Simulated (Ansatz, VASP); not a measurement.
HfO2 in VASP and in Ansatz

INCAR

```
PREC = Accurate
ENCUT = 520
EDIFF = 1E-6
ISMEAR = -1
SIGMA = 0.02
LREAL = False
LASPH = True
NELM = 100
ALGO = Normal
ISIF = 2
LWAVE = False
LCHARG = False
GGA = PE
NBANDS = 18
```

Contents of KPOINTS:

```
regular mesh
0
Gamma
  8 8 8
```

POSCAR

```
HfO2
1.0
    0.0000000000      2.5038904961      2.5386094059
    2.5038904961      0.0000000000      2.5386094059
    2.5038904961      2.5038904961      0.0000000000
Hf O
1 2
Direct
    0.0000000000      0.0000000000      0.0000000000
    0.2500000000      0.2500000000      0.2500000000
    0.7500000000      0.7500000000      0.7500000000
```

Input for Ansatz:

```yaml
crystal:
  lattice:
    - [0.0, 2.5038904961, 2.5386094059]
    - [2.5038904961, 0.0, 2.5386094059]
    - [2.5038904961, 2.5038904961, 0.0]
  atoms:
    - { symbol: Hf, position: [0.0, 0.0, 0.0] }
    - { symbol: O, position: [0.25, 0.25, 0.25] }
    - { symbol: O, position: [0.75, 0.75, 0.75] }
kpoints:
  mp_grid: { grid: [8, 8, 8] }
  band_path:
    path:
      - [0.0, 0.0, 0.0]
      - [0.5, 0.0, 0.5]
      - [0.625, 0.25, 0.625]
      - [0.375, 0.375, 0.75]
      - [0.5, 0.5, 0.5]
      - [0.5, 0.25, 0.75]
      - [0.0, 0.5, 0.5]
    npoints: 1
hamiltonian:
  xc: pbe
scf:
  occupations: { method: fermi_dirac, width: 0.02 }
  n_extra_bands: 4
output:
  forces: true
  stress: true
  eigenvalues: true
```

Change from the starting cell: epitaxial_xy strain -1.0%.

Alike in both runs: task single point; functional PBE; k mesh 8 × 8 × 8; occupations fermi-dirac, width 0.02 eV; no spin polarisation.

|  | VASP | Ansatz |
| --- | --- | --- |
| version | VASP 6.6.1 | Ansatz 0.2.0 |
| potentials or method | VASP PAW PBE potentials, release 64 (Hf_pv, O) | plane waves, PAW |
| plane-wave cutoff (eV) | 520 | 420 |
| valence electrons in the cell | 22 | 38 |

|  | VASP | Ansatz | Ansatz less VASP |
| --- | --- | --- | --- |
| gap on the k mesh at the Fermi level (eV) | 3.80 | 3.78 | -0.014 |
| pressure (GPa) | 6.6 | 10.6 | +3.99 |
| largest component of the traceless stress (GPa) | 4.44 | 4.35 | -0.091 |

One of these differences is far larger than is usual between the two programs; its cause wasn't traced. The functional is the same, so the differences come from potentials, cutoffs and numerics. The two sets of potentials don't hold the same shells in valence.

Caveats: spin-orbit coupling is left out, which moves the levels of the heavy elements. A k mesh can miss the band edges.
